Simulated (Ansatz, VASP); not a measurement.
## Rh in VASP and in Ansatz

```
Rh
1.0
     2.69357    0.01755   -0.00155
    -1.33159    2.36480    0.02520
    -0.00251    0.04573    4.37863
Rh
2
Direct
  0.66946 0.33704 0.74158
  0.34567 0.68564 0.26188
```

This isn't the form of Rh at room conditions, which is fcc.

Alike in both runs: task single point; functional LDA; k mesh 8 × 8 × 5; no spin polarisation.

```csv
,VASP,Ansatz
version,VASP 6.6.1,Ansatz 0.2.0
potentials or method,"VASP PAW LDA potentials, release 64 (Rh_pv)","plane waves, PAW"
plane-wave cutoff (eV),520,540
occupations,"methfessel-paxton of order 1, width 0.1 eV",methfessel-paxton of order 1
valence electrons in the cell,30,34
```

|  | VASP | Ansatz | Ansatz less VASP |
| --- | --- | --- | --- |
| pressure (GPa) | -12.1 | -12.9 | -0.81 |
| largest component of the traceless stress (GPa) | 1.90 | 1.86 | -0.030 |
| rms of the force components (eV/Å) | 0.490 | 0.481 | -0.0085 |

Atom by atom the forces differ by 0.009 eV/Å (rms over components). The two sets of potentials don't hold the same shells in valence. Ansatz warned: «stress_scf_threshold_loose».
